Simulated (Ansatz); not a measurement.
Runs of Ansatz 0.2.0 on NbAs. Symmetry: I4_1md, No. 109, tetragonal system. The conventional cell has a = 3.452 Å, b = 3.452 Å, c = 11.680 Å, α = 90.00°, β = 90.00°, γ = 90.00°. Nb (site symmetry 2mm) is surrounded by 6 As at 2.60 to 2.63 Å. As (site symmetry 2mm) is surrounded by 6 Nb at 2.60 to 2.63 Å. 

| task | level | U | cell | hubbard projectors | double counting | gap on the mesh (eV) | pressure (GPa) | relaxed volume (Å³/atom) | largest force (eV/Å) |
| --- | --- | --- | --- | --- | --- | --- | --- | --- | --- |
| projected density of states | LDA+U | Nb d U = 3 eV | as given | ortho-atomic (the default) | fll (the default) | none | -4.5 | - | 0.27 |
| projected density of states | LDA+U | Nb d U = 1 eV | as given | ortho-atomic (the default) | fll (the default) | none | -5.2 | - | 0.27 |
| projected density of states | LDA+U | Nb d U = 5 eV | as given | ortho-atomic (the default) | fll (the default) | none | -3.5 | - | 0.22 |
| projected density of states | LDA+U | Nb d U = 6 eV | as given | ortho-atomic (the default) | fll (the default) | none | -1.1 | - | (c) |
| projected density of states | LDA+U | Nb d U = 4 eV | as given | ortho-atomic (the default) | fll (the default) | none | -4.1 | - | (b) |
| relaxation of cell and atoms | PBEsol | - | relaxed | - | - | 0.06 | 0.0 | 17.15 | 0.01 |
| projected density of states | LDA+U | Nb d U = 2 eV | as given | ortho-atomic (the default) | fll (the default) | none | -4.9 | - | 0.27 |
| relaxation of cell and atoms | PBEsol+D3(BJ)-ATM | - | relaxed | - | - | 0.06 | 0.0 | 16.68 | - |
| relaxation of cell and atoms | PBEsol+D4 | - | relaxed | - | - | 0.06 | 0.0 | 16.93 | - |
| relaxation of cell and atoms | PBEsol+D3(BJ) | - | relaxed | - | - | 0.05 | 0.0 | (a) | - |
| projected density of states | LDA | - | as given | - | - | none | -5.5 | - | 0.28 |

Alike in all rows: potentials or basis Ansatz PAW; no spin polarisation; k mesh 11 × 11 × 11; cutoff (eV) 420; smearing fermi-dirac 0.05 eV.

Task: Estimate the missing entries.

Result: (a) 16.58; (b) 0.26; (c) 0.05.

Caveats: the PAW data sets come from PBE, with cores solved anew for the run's functional, which leaves a small shift of forces and pressure; U without spin polarisation on a metal has little footing (some runs); the U is typed as a test and isn't derived for this compound (some runs); odd divisions of the mesh miss points on the zone boundary, where band edges often lie, so the gap on the mesh can be too wide (some runs); the plane-wave basis is chosen anew once the cell has moved, so the energies of steps on either side of that aren't comparable (some runs).

A k mesh can miss the band edges, and the runs leave out spin-orbit coupling on As, Nb.

A gap of «none» marks a metal or a gap under the smearing width.
